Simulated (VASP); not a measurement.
# Ca (Fm-3m) in VASP: a series of runs

The runs below take Ca through relaxation of cell and atoms, with PBEsol, LDA, PBE.

Program: VASP 6.6.1. These are calculated values, not measurements. Logs are shortened: lines on timing, memory, paths and dates and some standing lists are left out, and cuts for length are marked.

## Step 1: The crystal as given

Symmetry: Fm-3m, No. 225, cubic system. Conventional cell: a = 5.601 Å, b = 5.601 Å, c = 5.601 Å, α = 90.00°, β = 90.00°, γ = 90.00°. Around Ca (site symmetry m-3m) lie 12 Ca at 3.96 Å.

## Step 2: Relaxation of cell and atoms, PBEsol

Contents of INCAR:

```
  ALGO = Normal
  EDIFF = 1E-7
  EDIFFG = -0.005
  ENCUT = 600
  GGA = PS
  IBRION = 2
  ISIF = 3
  ISMEAR = 0
  LASPH = True
  LCHARG = False
  LREAL = False
  LWAVE = False
  NELM = 80
  NSW = 90
  PREC = Accurate
  SIGMA = 0.1
```

Contents of KPOINTS:

```
k-points
0
Gamma
  14 14 14
```

Contents of POSCAR:

```
Ca
1.0
    0.0000000000      2.8005000000      2.8005000000
    2.8005000000      0.0000000000      2.8005000000
    2.8005000000      2.8005000000      0.0000000000
Ca
1
Direct
    0.0000000000      0.0000000000      0.0000000000
```

Potentials or basis: VASP PAW PBE potentials, release 64 (Ca_sv).

Launch:

```
cat potpaw_PBE.64/Ca_sv/POTCAR > POTCAR
mpirun -np 1 vasp_std > vasp.out
```

OUTCAR:

```text
EDIFF = 1E-7
   EDIFFG = -0.005
   ENCUT = 600
   GGA = PS
   IBRION = 2
   ISIF = 3
   ISMEAR = 0
   LASPH = True
   LREAL = False
   NELM = 80
   NSW = 90
   PREC = Accurate

 ion  position               nearest neighbor table
   1  0.000  0.000  0.000-

  LATTYP: Found a face centered cubic cell.
 ALAT       =     5.6010000000

  Lattice vectors:

 A1 = (   0.0000000000,   2.8005000000,   2.8005000000)
 A2 = (   2.8005000000,   0.0000000000,   2.8005000000)
 A3 = (   2.8005000000,   2.8005000000,   0.0000000000)

Analysis of symmetry for initial positions (statically):
=====================================================================
 Subroutine PRICEL returns:
 Original cell was already a primitive cell.

 Routine SETGRP: Setting up the symmetry group for a
 face centered cubic supercell.

 Subroutine GETGRP returns: Found 48 space group operations
 (whereof 48 operations were pure point group operations)
 out of a pool of 48 trial point group operations.

The static configuration has the point symmetry O_h .

Analysis of symmetry for dynamics (positions and initial velocities):
=====================================================================
 Subroutine PRICEL returns:
 Original cell was already a primitive cell.

 Routine SETGRP: Setting up the symmetry group for a
 face centered cubic supercell.

 Subroutine GETGRP returns: Found 48 space group operations
 (whereof 48 operations were pure point group operations)
 out of a pool of 48 trial point group operations.

The dynamic configuration has the point symmetry O_h .

 Subroutine INISYM returns: Found 48 space group operations
 (whereof 48 operations are pure point group operations),
 and found     1 'primitive' translations

----------------------------------------------------------------------------------------

                                     Primitive cell

  volume of cell :      43.9275

  direct lattice vectors                    reciprocal lattice vectors
     0.000000000  2.800500000  2.800500000    -0.178539547  0.178539547  0.178539547
     2.800500000  0.000000000  2.800500000     0.178539547 -0.178539547  0.178539547
     2.800500000  2.800500000  0.000000000     0.178539547  0.178539547 -0.178539547

  length of vectors
     3.960505081  3.960505081  3.960505081     0.309239566  0.309239566  0.309239566

  position of ions in fractional coordinates (direct lattice)
     0.000000000  0.000000000  0.000000000
[... 94 lines left out ...]
   IMIX   =      4    mixing-type and parameters
     AMIX     =   0.40;   BMIX     =  1.00
     AMIX_MAG =   1.60;   BMIX_MAG =  1.00
  volume/ion in A,a.u.               =      43.93       296.44
  Fermi-wavevector in a.u.,A,eV,Ry     =   0.999607  1.888983 13.595132  0.999214
  Thomas-Fermi vector in A             =   2.131908
   LORBIT       =      0    0 simple, 1 ext, 2 COOP (PROOUT), +10 PAW based schemes
   GGA     = PS    functional components
   LHFCALC =     F    Hartree Fock is set to
   AEXX    =    0.0000 exact exchange contribution
   IVDW    =     0    specifies the selected vdW correction
   LEPSILON=     F    determine dielectric tensor
   LRPA    =     F    only Hartree local field effects (RPA)
 conjugate gradient relaxation of ions
 non-spin polarized calculation
 Gauss-broadening in eV      SIGMA  =   0.10
  energy-cutoff  :      600.00
  volume of cell :       43.93
 maximum number of plane-waves:      1480
   NGX = 15   NGY = 15   NGZ = 15

--------------------------------------- Ionic step        1  -------------------------------------------

 number of electron      10.0000001 magnetization

 Free energy of the ion-electron system (eV)
  ---------------------------------------------------
  ext. energy  EPLUGINS =         0.00000000
  ---------------------------------------------------
  free energy    TOTEN  =        -2.12449398 eV

  energy without entropy =       -2.11752838  energy(sigma->0) =       -2.12101118

------------------------ aborting loop because EDIFF is reached ----------------------------------------

  FORCE on cell =-STRESS in cart. coord.  units (eV):
  Direction    XX          YY          ZZ          XY          YZ          ZX
  --------------------------------------------------------------------------------------
  -------------------------------------------------------------------------------------
  Total       -0.3361119     -0.3361119     -0.3361119      0.0000000     -0.0000000      0.0000000
  in kB      -12.2590776    -12.2590776    -12.2590776      0.0000000     -0.0000000      0.0000000
  external PRESSURE =     -12.2590776 kB  Pullay stress =       0.0000000 kB
[... 92 lines left out ...]
--------------------------------------- Ionic step        4  -------------------------------------------

 number of electron      10.0000000 magnetization

 Free energy of the ion-electron system (eV)
  ---------------------------------------------------
  ext. energy  EPLUGINS =         0.00000000
  ---------------------------------------------------
  free energy    TOTEN  =        -2.13771907 eV

  energy without entropy =       -2.13068052  energy(sigma->0) =       -2.13419980

 E-fermi :   2.0315     XC(G=0):  -7.9302

 val. band max:        2.0285294264   @ k =  -0.4286   0.2143   0.0714
 cond. band min:       2.0523859474   @ k =  -0.3571   0.3571   0.0000
 fundamental gap:      0.0238565210
 Fermi energy:         2.0314611103

 k-point     1 :       0.0000    0.0000    0.0000
  band No.  band energies     occupation
      1     -39.7170      2.00000
      2     -20.7041      2.00000
      3     -20.7041      2.00000
      4     -20.7041      2.00000
      5      -2.0623      2.00000
      6       4.4133      0.00000
      7       4.4133      0.00000
      8       4.4133      0.00000
      9       5.5410      0.00000
[... 265 lines left out ...]
 k-point    24 :       0.2857    0.1429    0.0000
  band No.  band energies     occupation
      1     -39.7071      2.00000
      2     -20.7846      2.00000
      3     -20.7263      2.00000
      4     -20.7245      2.00000
      5      -0.8113      2.00000
      6       3.4161      0.00000
      7       4.3827      0.00000
      8       4.7436      0.00000
      9       5.1984      0.00000

 [... further k-points ...]

------------------------ aborting loop because EDIFF is reached ----------------------------------------

  FORCE on cell =-STRESS in cart. coord.  units (eV):
  Direction    XX          YY          ZZ          XY          YZ          ZX
  --------------------------------------------------------------------------------------
  -------------------------------------------------------------------------------------
  Total        0.0004392      0.0004392      0.0004392      0.0000000     -0.0000000      0.0000000
  in kB        0.0173100      0.0173100      0.0173100      0.0000000     -0.0000000      0.0000000
  external PRESSURE =       0.0173100 kB  Pullay stress =       0.0000000 kB
[... 16 lines left out ...]
  FREE ENERGIE OF THE ION-ELECTRON SYSTEM (eV)
  ---------------------------------------------------
  free  energy   TOTEN  =        -2.1377190741 eV

  energy  without entropy=       -2.1306805166  energy(sigma->0) =       -2.13419980

 reached required accuracy - stopping structural energy minimisation
```

Wall time 3 min (1 thread of Intel Xeon Platinum 8175M at 2.50GHz (Skylake/Cascade Lake), shared host); peak memory 0.22 GiB.

What came out:

```
Free energy                            : -2.1377 eV
Relaxed volume                         : 40.65 Å³/atom
Relaxed cell                           : a = 3.859 Å, b = 3.859 Å, c = 3.859 Å, α = 60.00°, β = 60.00°, γ = 60.00°
Space group after relaxing (to 0.05 Å) : Fm-3m (No. 225)
Energy gained by relaxing              : 13.2 meV/atom
Ionic steps                            : 4
Pressure after relaxing                : 0.0 GPa
Band gap on the k mesh                 : none (metal or under the smearing width)
```

The path:
| step | energy change (eV) | largest force (eV/Å) | pressure (GPa) | volume (Å³) |
| --- | --- | --- | --- | --- |
| 1 | 0.0000 | 0.0000 | -1.23 | 43.93 |
| 2 | -0.0114 | 0.0000 | -0.49 | 41.83 |
| 3 | -0.0132 | 0.0000 | -0.03 | 40.72 |
| 4 | -0.0132 | 0.0000 | 0.00 | 40.65 |

Final structure:
```cif
data_structure
_symmetry_space_group_name_H-M 'P 1'
_symmetry_Int_Tables_number 1
_cell_length_a 3.8594
_cell_length_b 3.8594
_cell_length_c 3.8594
_cell_angle_alpha 60.000
_cell_angle_beta 60.000
_cell_angle_gamma 60.000
_cell_volume 40.65
loop_
_atom_site_label
_atom_site_type_symbol
_atom_site_fract_x
_atom_site_fract_y
_atom_site_fract_z
_atom_site_occupancy
Ca1 Ca 0.00000 0.00000 0.00000 1
```

Caveat: the PAW data sets were made with another functional, which shifts forces and pressure a little.

## Step 3: Relaxation of cell and atoms, LDA

Edit INCAR of step 2 so:

```diff
@@ -4,3 +4,2 @@
   ENCUT = 600
-  GGA = PS
   IBRION = 2
```

KPOINTS is that of step 2.

POSCAR is that of step 2.

Potentials or basis: VASP PAW LDA potentials, release 64 (Ca_sv).

Launch:

```
cat potpaw_LDA.64/Ca_sv/POTCAR > POTCAR
mpirun -np 1 vasp_std > vasp.out
```

OUTCAR:

```text
EDIFF = 1E-7
   EDIFFG = -0.005
   ENCUT = 600
   IBRION = 2
   ISIF = 3
   ISMEAR = 0
   LASPH = True
   LREAL = False
   NELM = 80
   NSW = 90
   PREC = Accurate

 ion  position               nearest neighbor table
   1  0.000  0.000  0.000-

  LATTYP: Found a face centered cubic cell.
 ALAT       =     5.6010000000

  Lattice vectors:

 A1 = (   0.0000000000,   2.8005000000,   2.8005000000)
 A2 = (   2.8005000000,   0.0000000000,   2.8005000000)
 A3 = (   2.8005000000,   2.8005000000,   0.0000000000)

Analysis of symmetry for initial positions (statically):
=====================================================================
 Subroutine PRICEL returns:
 Original cell was already a primitive cell.

 Routine SETGRP: Setting up the symmetry group for a
 face centered cubic supercell.

 Subroutine GETGRP returns: Found 48 space group operations
 (whereof 48 operations were pure point group operations)
 out of a pool of 48 trial point group operations.

The static configuration has the point symmetry O_h .

Analysis of symmetry for dynamics (positions and initial velocities):
=====================================================================
 Subroutine PRICEL returns:
 Original cell was already a primitive cell.

 Routine SETGRP: Setting up the symmetry group for a
[... 257 lines left out ...]
--------------------------------------- Ionic step        4  -------------------------------------------

 number of electron      10.0000001 magnetization

 Free energy of the ion-electron system (eV)
  ---------------------------------------------------
  ext. energy  EPLUGINS =         0.00000000
  ---------------------------------------------------
  free energy    TOTEN  =        -2.20952147 eV

  energy without entropy =       -2.20264032  energy(sigma->0) =       -2.20608090

 E-fermi :   2.2164     XC(G=0):  -8.3057

 val. band max:        2.2143367941   @ k =  -0.3571   0.3571   0.0714
 cond. band min:       2.2380474360   @ k =   0.5000   0.0714   0.0000
 fundamental gap:      0.0237106419
 Fermi energy:         2.2163604704

 k-point     1 :       0.0000    0.0000    0.0000
  band No.  band energies     occupation
      1     -39.1234      2.00000
      2     -20.3140      2.00000
      3     -20.3140      2.00000
      4     -20.3140      2.00000
      5      -1.9948      2.00000
      6       4.5525      0.00000
      7       4.5525      0.00000
      8       4.5525      0.00000
      9       5.7584      0.00000
[... 265 lines left out ...]
 k-point    24 :       0.2857    0.1429    0.0000
  band No.  band energies     occupation
      1     -39.1093      2.00000
      2     -20.4190      2.00000
      3     -20.3427      2.00000
      4     -20.3404      2.00000
      5      -0.6758      2.00000
      6       3.5299      0.00000
      7       4.5333      0.00000
      8       4.9170      0.00000
      9       5.4030      0.00000

 [... further k-points ...]

------------------------ aborting loop because EDIFF is reached ----------------------------------------

  FORCE on cell =-STRESS in cart. coord.  units (eV):
  Direction    XX          YY          ZZ          XY          YZ          ZX
  --------------------------------------------------------------------------------------
  -------------------------------------------------------------------------------------
  Total        0.0009926      0.0009926      0.0009926     -0.0000000      0.0000000      0.0000000
  in kB        0.0417976      0.0417976      0.0417976     -0.0000000      0.0000000      0.0000000
  external PRESSURE =       0.0417976 kB  Pullay stress =       0.0000000 kB
[... 16 lines left out ...]
  FREE ENERGIE OF THE ION-ELECTRON SYSTEM (eV)
  ---------------------------------------------------
  free  energy   TOTEN  =        -2.2095214686 eV

  energy  without entropy=       -2.2026403231  energy(sigma->0) =       -2.20608090

 reached required accuracy - stopping structural energy minimisation
```

OSZICAR:

```text
N       E                     dE             d eps       ncg     rms          rms(c)
DAV:   1     0.677911743894E+02    0.67791E+02   -0.54451E+03  1872   0.111E+03
DAV:   2    -0.660867431621E+00   -0.68452E+02   -0.68195E+02  1930   0.238E+02
[... 39 lines left out ...]
DAV:   4    -0.220946147458E+01   -0.18403E-04   -0.24046E-04  2039   0.198E-01    0.264E-02
DAV:   5    -0.220952105682E+01   -0.59582E-04   -0.12160E-04  2852   0.606E-02    0.932E-03
DAV:   6    -0.220952171180E+01   -0.65498E-06   -0.38122E-06  3218   0.146E-02    0.295E-03
DAV:   7    -0.220952122258E+01    0.48922E-06   -0.15686E-06  3006   0.103E-02    0.406E-03
DAV:   8    -0.220952147208E+01   -0.24950E-06   -0.47897E-07  2911   0.743E-03    0.798E-04
DAV:   9    -0.220952146861E+01    0.34757E-08   -0.51030E-09   963   0.978E-04
   4 F= -.22095215E+01 E0= -.22060809E+01  d E =-.443422E-01
```

Run time: 2.7 min. Hardware: 1 thread of Intel Xeon Platinum 8175M at 2.50GHz (Skylake/Cascade Lake), shared host; peak memory 0.2 GiB.

What came out:

- Free energy: -2.2095 eV
- Relaxed volume: 38.05 Å³/atom
- Relaxed cell: a = 3.775 Å, b = 3.775 Å, c = 3.775 Å, α = 60.00°, β = 60.00°, γ = 60.00°
- Space group after relaxing (to 0.05 Å): Fm-3m (No. 225)
- Energy gained by relaxing: 44.3 meV/atom
- Ionic steps: 4
- Pressure after relaxing: 0.0 GPa
- Band gap on the k mesh: none (metal or under the smearing width)

The path:
| step | energy change (eV) | largest force (eV/Å) | pressure (GPa) | volume (Å³) |
| --- | --- | --- | --- | --- |
| 1 | 0.0000 | 0.0000 | -2.19 | 43.93 |
| 2 | -0.0376 | 0.0000 | -0.97 | 40.22 |
| 3 | -0.0443 | 0.0000 | -0.11 | 38.28 |
| 4 | -0.0443 | 0.0000 | 0.00 | 38.05 |

Final structure:
```
Ca
1.0
     0.00000    2.66951    2.66951
     2.66951    0.00000    2.66951
     2.66951    2.66951    0.00000
Ca
1
Direct
  0.00000 0.00000 0.00000
```

Caveat: the volume moved by -13 % from the deposited cell, more than functionals usually miss.

## Step 4: Relaxation of cell and atoms, PBE

Edit INCAR of step 3 so:

```diff
@@ -4,2 +4,3 @@
   ENCUT = 600
+  GGA = PE
   IBRION = 2
```

KPOINTS is that of step 3.

POSCAR is that of step 3.

Potentials or basis: VASP PAW PBE potentials, release 64 (Ca_sv).

Launch:

```
cat potpaw_PBE.64/Ca_sv/POTCAR > POTCAR
mpirun -np 1 vasp_std > vasp.out
```

Wall time 1.9 min (1 thread of Intel Xeon Platinum 8175M at 2.50GHz (Skylake/Cascade Lake), shared host); peak memory 0.22 GiB.

It converged, with:

```
Free energy                            : -1.9333 eV
Relaxed volume                         : 42.28 Å³/atom
Relaxed cell                           : a = 3.910 Å, b = 3.910 Å, c = 3.910 Å, α = 60.00°, β = 60.00°, γ = 60.00°
Space group after relaxing (to 0.05 Å) : Fm-3m (No. 225)
Energy gained by relaxing              : 3.3 meV/atom
Ionic steps                            : 3
Pressure after relaxing                : 0.0 GPa
Band gap on the k mesh                 : none (metal or under the smearing width)
```

The path:
| step | energy change (eV) | largest force (eV/Å) | pressure (GPa) | volume (Å³) |
| --- | --- | --- | --- | --- |
| 1 | 0.0000 | 0.0000 | -0.63 | 43.93 |
| 2 | -0.0029 | 0.0000 | -0.23 | 42.84 |
| 3 | -0.0033 | 0.0000 | -0.01 | 42.28 |

Final structure:
```
CELL_PARAMETERS angstrom
0.00000 2.76508 2.76508
2.76508 0.00000 2.76508
2.76508 2.76508 0.00000
ATOMIC_POSITIONS crystal
Ca 0.00000 0.00000 0.00000
```

Levels at points of the mesh, in eV from the Fermi level:
| k point | band 3 | band 4 | band 5 | band 6 | band 7 | band 8 |
| --- | --- | --- | --- | --- | --- | --- |
| (0.00, 0.00, 0.00) | -22.93 | -22.93 | -4.02 | 2.34 | 2.34 | 2.34 |
| (0.50, 0.00, 0.00) | -22.95 | -22.95 | -0.98 | -0.16 | 2.23 | 2.23 |
| (0.50, 0.50, 0.00) | -22.98 | -22.98 | -0.45 | 0.58 | 0.97 | 4.08 |

## Step 5: The runs side by side

| level | potentials or basis | gap on the mesh (eV) | pressure (GPa) | relaxed volume (Å³/atom) |
| --- | --- | --- | --- | --- |
| PBEsol | VASP PAW PBE potentials, release 64 (Ca_sv) | none | 0.0 | 40.65 |
| LDA | VASP PAW LDA potentials, release 64 (Ca_sv) | none | 0.0 | 38.05 |
| PBE | VASP PAW PBE potentials, release 64 (Ca_sv) | none | 0.0 | 42.28 |

Alike in all rows: task relaxation of cell and atoms; no spin polarisation; cell relaxed; k mesh 14 × 14 × 14; cutoff (eV) 600; smearing gaussian 0.1 eV.

Caveats: the PAW data sets were made with another functional, which shifts forces and pressure a little (some runs); the volume moved by -13 % from the deposited cell, more than functionals usually miss (some runs).

Absolute energies hang on the potentials; compare differences alone.
